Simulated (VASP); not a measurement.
# CdSe (Pm-3m) in VASP: notebook

One crystal, CdSe, is run at these levels: PBE; tasks: single point.

Everything below comes from runs of VASP 6.6.1. Logs are shortened: lines on timing, memory, paths and dates and some standing lists are left out, and cuts for length are marked.

## 1. The structure

It takes space group Pm-3m (No. 221, cubic). The conventional cell has a = 3.480 Å, b = 3.480 Å, c = 3.480 Å, α = 90.00°, β = 90.00°, γ = 90.00°. Cd (site symmetry m-3m) has 8 Se at 3.01 Å as nearest neighbours. Se (site symmetry m-3m) is surrounded by 8 Cd at 3.01 Å.

Measurements of this composition are mostly on another form, of space group No. 186.

## 2. Single point, PBE

INCAR

```
PREC = Accurate
ENCUT = 520
EDIFF = 1E-6
ISMEAR = -1
SIGMA = 0.15
LREAL = F
LASPH = T
NELM = 100
ALGO = Normal
ISIF = 2
LWAVE = F
LCHARG = F
GGA = PE
NBANDS = 16
```

KPOINTS

```
regular mesh
0
Gamma
  12 12 12
```

POSCAR

```
CdSe
1.0
    3.4799000000      0.0000000000      0.0000000000
    0.0000000000      3.4799000000      0.0000000000
    0.0000000000      0.0000000000      3.4799000000
Cd Se
1 1
Direct
    0.0000000000      0.0000000000      0.0000000000
    0.5000000000      0.5000000000      0.5000000000
```

Potentials or basis: VASP PAW PBE potentials, release 64 (Cd, Se).

The run is started by

```console
cat potpaw_PBE.64/Cd/POTCAR potpaw_PBE.64/Se/POTCAR > POTCAR
mpirun -np 1 vasp_std > vasp.out
```

OUTCAR:

```text
PREC = Accurate
   ENCUT = 520
   EDIFF = 1E-6
   ISMEAR = -1
   LREAL = F
   LASPH = T
   NELM = 100
   ISIF = 2
   GGA = PE

 ion  position               nearest neighbor table
   1  0.000  0.000  0.000-   2 3.01   2 3.01   2 3.01   2 3.01   2 3.01   2 3.01   2 3.01   2 3.01

   2  0.500  0.500  0.500-   1 3.01   1 3.01   1 3.01   1 3.01   1 3.01   1 3.01   1 3.01   1 3.01

  LATTYP: Found a simple cubic cell.
 ALAT       =     3.4799000000

  Lattice vectors:

 A1 = (   3.4799000000,   0.0000000000,   0.0000000000)
 A2 = (   0.0000000000,   3.4799000000,   0.0000000000)
 A3 = (   0.0000000000,   0.0000000000,   3.4799000000)

Analysis of symmetry for initial positions (statically):
=====================================================================
 Subroutine PRICEL returns:
 Original cell was already a primitive cell.

 Routine SETGRP: Setting up the symmetry group for a
 simple cubic supercell.

 Subroutine GETGRP returns: Found 48 space group operations
 (whereof 48 operations were pure point group operations)
 out of a pool of 48 trial point group operations.

The static configuration has the point symmetry O_h .

Analysis of symmetry for dynamics (positions and initial velocities):
=====================================================================
 Subroutine PRICEL returns:
 Original cell was already a primitive cell.

 Routine SETGRP: Setting up the symmetry group for a
 simple cubic supercell.

 Subroutine GETGRP returns: Found 48 space group operations
 (whereof 48 operations were pure point group operations)
 out of a pool of 48 trial point group operations.

The dynamic configuration has the point symmetry O_h .

 Subroutine INISYM returns: Found 48 space group operations
 (whereof 48 operations are pure point group operations),
 and found     1 'primitive' translations

----------------------------------------------------------------------------------------

                                     Primitive cell

  volume of cell :      42.1406

  direct lattice vectors                    reciprocal lattice vectors
     3.479900000  0.000000000  0.000000000     0.287364579  0.000000000  0.000000000
     0.000000000  3.479900000  0.000000000     0.000000000  0.287364579  0.000000000
     0.000000000  0.000000000  3.479900000     0.000000000  0.000000000  0.287364579

  length of vectors
     3.479900000  3.479900000  3.479900000     0.287364579  0.287364579  0.287364579

  position of ions in fractional coordinates (direct lattice)
     0.000000000  0.000000000  0.000000000
     0.500000000  0.500000000  0.500000000

  ion indices of the primitive-cell ions
   primitive index   ion index
                 1           1
                 2           2

----------------------------------------------------------------------------------------

 KPOINTS: regular mesh

Automatic generation of k-mesh.
 Grid dimensions read from file:
 generate k-points for:   12   12   12

 Generating k-lattice:

  Cartesian coordinates                     Fractional coordinates (reciprocal lattice)
     0.023947048  0.000000000  0.000000000     0.083333333  0.000000000  0.000000000
     0.000000000  0.023947048  0.000000000     0.000000000  0.083333333  0.000000000
     0.000000000  0.000000000  0.023947048     0.000000000  0.000000000  0.083333333

  Length of vectors
     0.023947048  0.023947048  0.023947048

  Shift w.r.t. Gamma in fractional coordinates (k-lattice)
     0.000000000  0.000000000  0.000000000

 Subroutine IBZKPT returns following result:
 ===========================================

 Found     84 irreducible k-points:

 Following reciprocal coordinates:
            Coordinates               Weight
  0.000000  0.000000  0.000000      1.000000
  0.083333  0.000000  0.000000      6.000000
  0.166667  0.000000  0.000000      6.000000
  0.250000  0.000000  0.000000      6.000000
  0.333333  0.000000  0.000000      6.000000
  0.416667  0.000000  0.000000      6.000000
[... 16 lines left out ...]
  0.333333  0.333333  0.000000     12.000000
  0.416667  0.333333  0.000000     24.000000
 [... further k-points ...]
   k-points           NKPTS =     84   k-points in BZ     NKDIM =     84   number of bands    NBANDS=     16
   number of dos      NEDOS =    301   number of ions     NIONS =      2
   total plane-waves  NPLWV =  21952
   dimension x,y,z NGX =    28 NGY =   28 NGZ =   28
   dimension x,y,z NGXF=    56 NGYF=   56 NGZF=   56
   ions per type =               1   1
   NGX,Y,Z   is equivalent  to a cutoff of  13.38, 13.38, 13.38 a.u.
   NGXF,Y,Z  is equivalent  to a cutoff of  26.75, 26.75, 26.75 a.u.
 SYSTEM =  unknown system
   PREC   = accura    normal or accurate (medium, high low for compatibility)
   ISTART =      0    job   : 0-new  1-cont  2-samecut
   ICHARG =      2    charge: 1-file 2-atom 10-const
   ISPIN  =      1    spin polarized calculation?
   LNONCOLLINEAR =      F non collinear calculations
   LSORBIT =      F    spin-orbit coupling
   LASPH  =      T    aspherical Exc in radial PAW
   ENCUT  =  520.0 eV  38.22 Ry    6.18 a.u.   6.47  6.47  6.47*2*pi/ulx,y,z
   NELM   =    100;   NELMIN=  2; NELMDL= -5     # of ELM steps
   EDIFF  = 0.1E-05   stopping-criterion for ELM
   LREAL  =      F    real-space projection
   EDIFFG = 0.1E-04   stopping-criterion for IOM
   NSW    =      0    number of steps for IOM
   IBRION =     -1    ionic relax: 0-MD 1-quasi-New 2-CG
   NFREE  =      0    steps in history (QN), initial steepest desc. (CG)
   ISIF   =      2    stress and relaxation
   ISYM   =      2    0-nonsym 1-usesym 2-fastsym
   POTIM  = 0.5000    time-step for ionic-motion
   TEBEG  =    0.0;   TEEND  =   0.0 temperature during run
   PSTRESS=    0.0 pullay stress
   NELECT =      18.0000    total number of electrons
   NUPDOWN=      -1.0000    fix difference up-down
   EMIN   =  10.00;   EMAX   =-10.00  energy-range for DOS
   EFERMI =   0.00;   METHOD = LEGACY
   ISMEAR =    -1;   SIGMA  =   0.15  broadening in eV -4-tet -1-fermi 0-gaus
   EFERMI_NEDOS =   21; number of points for ismear=-14 and -15
   IALGO  =     38    algorithm
   IMIX   =      4    mixing-type and parameters
     AMIX     =   0.40;   BMIX     =  1.00
     AMIX_MAG =   1.60;   BMIX_MAG =  1.00
  volume/ion in A,a.u.               =      21.07       142.19
  Fermi-wavevector in a.u.,A,eV,Ry     =   1.232912  2.329867 20.681850  1.520073
  Thomas-Fermi vector in A             =   2.367664
   LORBIT       =      0    0 simple, 1 ext, 2 COOP (PROOUT), +10 PAW based schemes
   GGA     = PE    functional components
   LHFCALC =     F    Hartree Fock is set to
   AEXX    =    0.0000 exact exchange contribution
   IVDW    =     0    specifies the selected vdW correction
   LEPSILON=     F    determine dielectric tensor
   LRPA    =     F    only Hartree local field effects (RPA)
 non-spin polarized calculation
  energy-cutoff  :      520.00
  volume of cell :       42.14
 maximum number of plane-waves:      1157
 NGX is ok and might be reduce to    28
   NGX = 13   NGY = 13   NGZ = 13

 number of electron      18.0000011 magnetization

 Free energy of the ion-electron system (eV)
  ---------------------------------------------------
  ext. energy  EPLUGINS =         0.00000000
  ---------------------------------------------------
  free energy    TOTEN  =        -4.30533996 eV

  energy without entropy =       -4.21445537  energy(sigma->0) =       -4.25989767

 E-fermi :   3.8555     XC(G=0): -10.7308

 val. band max:        3.8408382596   @ k =   0.5000   0.5000   0.0833
 cond. band min:       3.8619931814   @ k =   0.4167   0.0000   0.0000
 fundamental gap:      0.0211549217
 Fermi energy:         3.8554551423

 k-point     1 :       0.0000    0.0000    0.0000
  band No.  band energies     occupation
      1     -10.1401      2.00000
      2      -5.0064      2.00000
      3      -5.0064      2.00000
      4      -4.5126      2.00000
      5      -4.5126      2.00000
      6      -4.5126      2.00000
[... 8 lines left out ...]
     15      15.0309      0.00000
     16      18.8416      0.00000

 k-point     2 :       0.0833    0.0000    0.0000
  band No.  band energies     occupation
      1     -10.0866      2.00000
      2      -5.0026      2.00000
      3      -4.9874      2.00000
      4      -4.5302      2.00000
      5      -4.5302      2.00000
      6      -4.5112      2.00000
[... 8 lines left out ...]
     15      14.6496      0.00000
     16      18.7691      0.00000

 k-point     3 :       0.1667    0.0000    0.0000
  band No.  band energies     occupation
      1      -9.9330      2.00000
      2      -4.9922      2.00000
      3      -4.9393      2.00000
      4      -4.5776      2.00000
      5      -4.5776      2.00000
      6      -4.5075      2.00000
[... 8 lines left out ...]
     15      14.0660      0.00000
     16      17.9924      0.00000

 k-point     4 :       0.2500    0.0000    0.0000
  band No.  band energies     occupation
      1      -9.7021      2.00000
      2      -4.9779      2.00000
      3      -4.8877      2.00000
      4      -4.6403      2.00000
      5      -4.6403      2.00000
      6      -4.5024      2.00000
[... 8 lines left out ...]
     15      14.5959      0.00000
     16      16.7495      0.00000
[... 324 lines left out ...]
 k-point    22 :       0.5000    0.2500    0.0000
  band No.  band energies     occupation
      1      -8.9205      2.00000
      2      -4.8781      2.00000
      3      -4.7106      2.00000
      4      -4.6102      2.00000
      5      -4.5838      2.00000
      6      -4.5776      2.00000
[... 8 lines left out ...]
     15      16.1805      0.00000
     16      17.8221      0.00000

 k-point    23 :       0.3333    0.3333    0.0000
  band No.  band energies     occupation
      1      -8.9829      2.00000
      2      -4.8817      2.00000
      3      -4.6562      2.00000
      4      -4.6235      2.00000
      5      -4.5705      2.00000
      6      -4.5566      2.00000
[... 8 lines left out ...]
     15      15.3149      0.00000
     16      17.3388      0.00000

 k-point    24 :       0.4167    0.3333    0.0000
  band No.  band energies     occupation
      1      -8.8575      2.00000
      2      -4.8575      2.00000
      3      -4.6752      2.00000
      4      -4.6231      2.00000
      5      -4.4974      2.00000
      6      -4.4743      2.00000
[... 8 lines left out ...]
     15      15.3016      0.00000
     16      17.7881      0.00000

 [... further k-points ...]

------------------------ aborting loop because EDIFF is reached ----------------------------------------

  FORCE on cell =-STRESS in cart. coord.  units (eV):
  Direction    XX          YY          ZZ          XY          YZ          ZX
  --------------------------------------------------------------------------------------
  -------------------------------------------------------------------------------------
  Total        1.3102435      1.3102435      1.3102435      0.0000000     -0.0000000      0.0000000
  in kB       49.8152481     49.8152481     49.8152481      0.0000000     -0.0000000      0.0000000
  external PRESSURE =      49.8152481 kB  Pullay stress =       0.0000000 kB

 VOLUME and BASIS-vectors are now :
 -----------------------------------------------------------------------------
  energy-cutoff  :      520.00
  volume of cell :       42.14
      direct lattice vectors                 reciprocal lattice vectors
     3.479900000  0.000000000  0.000000000     0.287364579  0.000000000  0.000000000
     0.000000000  3.479900000  0.000000000     0.000000000  0.287364579  0.000000000
     0.000000000  0.000000000  3.479900000     0.000000000  0.000000000  0.287364579

 POSITION                                       TOTAL-FORCE (eV/Angst)
 -----------------------------------------------------------------------------------
      0.00000      0.00000      0.00000         0.000000      0.000000      0.000000
      1.73995      1.73995      1.73995         0.000000      0.000000      0.000000
 -----------------------------------------------------------------------------------
    total drift:                               -0.000000      0.000000     -0.000000

  FREE ENERGIE OF THE ION-ELECTRON SYSTEM (eV)
  ---------------------------------------------------
  free  energy   TOTEN  =        -4.3053399622 eV

  energy  without entropy=       -4.2144553696  energy(sigma->0) =       -4.25989767
```

It took 24 s on 1 thread of Intel Xeon Platinum 8559C (Emerald Rapids), shared host; peak memory 0.19 GiB.

What came out:

```yaml
Free_energy: -4.3053 eV
Pressure: 5.0 GPa
Band_gap_on_the_k_mesh: none (metal or under the smearing width)
```

## 3. Single point, PBE

This run uses another cell than the first one, of 22.42 Å³/atom, 1.064 times its volume.

INCAR

```
  PREC = Accurate
  ENCUT = 520
  EDIFF = 1E-6
  ISMEAR = 0
  SIGMA = 0.05
  LREAL = False
  LASPH = True
  NELM = 100
  ALGO = Normal
  ISIF = 2
  LWAVE = False
  LCHARG = False
  GGA = PE
  NBANDS = 16
```

KPOINTS

```
regular mesh
0
Gamma
  6 6 6
```

POSCAR

```
CdSe
1.0
    3.5524362063      0.0000000000      0.0000000000
    0.0000000000      3.5524362063      0.0000000000
    0.0000000000      0.0000000000      3.5524362063
Cd Se
1 1
Direct
    0.0000000000      0.0000000000      0.0000000000
    0.5000000000      0.5000000000      0.5000000000
```

Potentials or basis: VASP PAW PBE potentials, release 64 (Cd, Se).

The run is started by

```console
cat potpaw_PBE.64/Cd/POTCAR potpaw_PBE.64/Se/POTCAR > POTCAR
mpirun -np 1 vasp_std > vasp.out
```

OUTCAR:

```text
PREC = Accurate
   ENCUT = 520
   EDIFF = 1E-6
   ISMEAR = 0
   LREAL = False
   LASPH = True
   NELM = 100
   ISIF = 2
   GGA = PE

 ion  position               nearest neighbor table
   1  0.000  0.000  0.000-   2 3.08   2 3.08   2 3.08   2 3.08   2 3.08   2 3.08   2 3.08   2 3.08

   2  0.500  0.500  0.500-   1 3.08   1 3.08   1 3.08   1 3.08   1 3.08   1 3.08   1 3.08   1 3.08

  LATTYP: Found a simple cubic cell.
 ALAT       =     3.5524362063

  Lattice vectors:

[... 562 lines left out ...]
------------------------ aborting loop because EDIFF is reached ----------------------------------------

  FORCE on cell =-STRESS in cart. coord.  units (eV):
  Direction    XX          YY          ZZ          XY          YZ          ZX
  --------------------------------------------------------------------------------------
  -------------------------------------------------------------------------------------
  Total        0.1171966      0.1171966      0.1171966     -0.0000000      0.0000000     -0.0000000
  in kB        4.1883852      4.1883852      4.1883852     -0.0000000      0.0000000     -0.0000000
  external PRESSURE =       4.1883852 kB  Pullay stress =       0.0000000 kB

 VOLUME and BASIS-vectors are now :
 -----------------------------------------------------------------------------
  energy-cutoff  :      520.00
  volume of cell :       44.83
      direct lattice vectors                 reciprocal lattice vectors
     3.552436206  0.000000000  0.000000000     0.281496962  0.000000000  0.000000000
     0.000000000  3.552436206  0.000000000     0.000000000  0.281496962  0.000000000
     0.000000000  0.000000000  3.552436206     0.000000000  0.000000000  0.281496962

 POSITION                                       TOTAL-FORCE (eV/Angst)
 -----------------------------------------------------------------------------------
      0.00000      0.00000      0.00000         0.000000      0.000000      0.000000
      1.77622      1.77622      1.77622         0.000000      0.000000      0.000000
 -----------------------------------------------------------------------------------
    total drift:                               -0.000000      0.000000     -0.000000

  FREE ENERGIE OF THE ION-ELECTRON SYSTEM (eV)
  ---------------------------------------------------
  free  energy   TOTEN  =        -4.2786859420 eV

  energy  without entropy=       -4.2748254540  energy(sigma->0) =       -4.27675570
```

OSZICAR:

```text
N       E                     dE             d eps       ncg     rms          rms(c)
DAV:   1     0.107956932110E+03    0.10796E+03   -0.92048E+03   648   0.105E+03
DAV:   2    -0.125763072374E+01   -0.10921E+03   -0.10292E+03   808   0.253E+02
DAV:   3    -0.481862608608E+01   -0.35610E+01   -0.35549E+01   720   0.470E+01
DAV:   4    -0.482802733323E+01   -0.94012E-02   -0.94010E-02   840   0.245E+00
DAV:   5    -0.482806088524E+01   -0.33552E-04   -0.33551E-04   720   0.129E-01    0.483E+00
DAV:   6    -0.428975127913E+01    0.53831E+00   -0.76442E-01   688   0.969E+00    0.429E+00
DAV:   7    -0.428223085951E+01    0.75204E-02   -0.73630E-02   712   0.231E+00    0.215E+00
DAV:   8    -0.427867928680E+01    0.35516E-02   -0.60322E-03   768   0.861E-01    0.198E-01
DAV:   9    -0.427865250049E+01    0.26786E-04   -0.39043E-04   744   0.141E-01    0.519E-02
DAV:  10    -0.427868075222E+01   -0.28252E-04   -0.47545E-05   760   0.664E-02    0.312E-02
DAV:  11    -0.427868641295E+01   -0.56607E-05   -0.11543E-05   664   0.422E-02    0.359E-03
DAV:  12    -0.427868594197E+01    0.47098E-06   -0.10726E-06   528   0.992E-03
   1 F= -.42786859E+01 E0= -.42767557E+01  d E =-.386049E-02
```

stdout:

```text
POSCAR found type information on POSCAR CdSe
 POSCAR found :  2 types and       2 ions
 scaLAPACK will be used
 LDA part: xc-table for (Slater+PW92), standard interpolation
 POSCAR, INCAR and KPOINTS ok, starting setup
 FFT: planning ... GRIDC
 FFT: planning ... GRID_SOFT
 FFT: planning ... GRID
 WAVECAR not read
 entering main loop
```

It took 7.7 s on 1 thread of Intel Xeon Platinum 8559C (Emerald Rapids), shared host; peak memory 0.15 GiB.

Results:

```yaml
Free_energy: -4.2787 eV
Pressure: 0.4 GPa
Band_gap_on_the_k_mesh: none (metal or under the smearing width)
```

(Continued in part 2 of 2.)
